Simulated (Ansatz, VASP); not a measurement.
One calculation of GaN, two programs

```xyz
4
Lattice="3.1800 0.0000 0.0000 -1.5900 2.7540 0.0000 0.0000 0.0000 5.1660" Properties=species:S:1:pos:R:3 pbc="T T T"
Ga    1.5900    0.9180    2.5830
Ga    0.0000    1.8360    0.0000
N     1.5900    0.9180    4.5203
N     0.0000    1.8360    1.9373
```

Alike in both runs: task single point; functional PBE; k mesh 10 × 10 × 5; occupations gaussian, width 0.017 eV; no spin polarisation.

|  | VASP | Ansatz |
| --- | --- | --- |
| version | VASP 6.6.1 | Ansatz 0.2.0 |
| potentials or method | VASP PAW PBE potentials, release 64 (Ga_d, N) | Ansatz PAW |
| plane-wave cutoff (eV) | 520 | 420 |
| valence electrons in the cell | 36 | 36 |

|  | VASP | Ansatz | Ansatz less VASP |
| --- | --- | --- | --- |
| gap on the k mesh at the Fermi level (eV) | 1.97 | 1.96 | -0.008 |
| least direct gap on the mesh (eV) | 1.97 | 1.96 | -0.008 |
| pressure (GPa) | 7.5 | 7.3 | -0.16 |
| largest component of the traceless stress (GPa) | 1.45 | 1.43 | -0.014 |
| rms of the force components (eV/Å) | 0.078 | 0.079 | +0.0014 |

Atom by atom the forces differ by 0.001 eV/Å (rms over components).

Caveats: odd divisions of the mesh miss points on the zone boundary, where band edges often lie, so the gap on the mesh can be too wide (Ansatz); the pressure holds a Pulay correction of +0.5 GPa for the finite cutoff (Ansatz). PBE gaps usually lie below the measured ones, often by a third to a half.
